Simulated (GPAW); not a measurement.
Crystal: TiO2.

```
CELL_PARAMETERS angstrom
4.59984 0.00000 0.00000
0.00000 4.59984 0.00000
0.00000 0.00000 2.95921
ATOMIC_POSITIONS crystal
Ti 0.00000 0.00000 0.50000
Ti 0.50000 0.50000 0.00000
O 0.30432 0.30432 0.50000
O 0.69568 0.69568 0.50000
O 0.19568 0.80432 0.00000
O 0.80432 0.19568 0.00000
```

The cell is a database's computed one.

Base run:

- Program: GPAW 26.7.0
- Functional: GLLB-SC
- Potentials or basis: the program's PAW data sets (release 1.2.1) made for this functional
- Cutoff: 800 eV
- Basis: pw
- k mesh: 4 × 4 × 6
- Occupations: fermi-dirac, width 0.05 eV
- Spin: no spin polarisation

Its results: band gap on the k mesh with the derivative discontinuity 3.78 eV.

Question: The run is repeated on the same cell with these changes: functional from GLLB-SC to PBE; potentials or basis from the program's PAW data sets (release 1.2.1) made for this functional to JTH PAW 2.0, PBE. What comes out?

Answer: Band gap on the k mesh 1.86 eV, direct.

Caveats: the GLLB-SC gap is the Kohn-Sham gap of the path plus the derivative discontinuity (some runs); a model potential gives levels but no total energy (some runs); the program truncates these outside data sets (some runs).
